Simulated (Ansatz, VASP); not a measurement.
MoH5 in VASP and in Ansatz

```
H Mo
1.0
     3.43725    0.00000    0.00000
    -1.71863    2.97675    0.00000
     0.00000    0.00000    3.11465
H Mo
5 1
Direct
  0.00000 0.70830 0.00000
  0.70830 0.00000 0.00000
  0.29170 0.29170 0.00000
  0.66667 0.33333 0.50000
  0.33333 0.66667 0.50000
  0.00000 0.00000 0.50000
```

Change from the starting cell: species swapped into the YMg5 type (P-62m, No. 189).

Alike in both runs: functional PBE; k mesh 12 × 12 × 12; occupations gaussian, width 0.1 eV; no spin polarisation.

Ansatz relaxed the structure, and its values are those at the end. VASP's run is a single point on that final structure, the one shown.

|  | VASP | Ansatz |
| --- | --- | --- |
| version | VASP 6.6.1 | Ansatz 0.2.0 |
| potentials or method | VASP PAW PBE potentials, release 64 (H, Mo_sv) | scalar-relativistic, plane waves, PAW |
| plane-wave cutoff (eV) | 520 | 420 |
| valence electrons in the cell | 19 | 19 |

```tsv
	VASP	Ansatz	Ansatz less VASP
gap on the k mesh at the Fermi level (eV)	none	none	-
pressure (GPa)	0.0	0.0	+0.03
```

A gap of «none» marks a metal or a gap that the smearing closes. With one functional, cell and mesh, what is left measures potentials, basis and numerics.
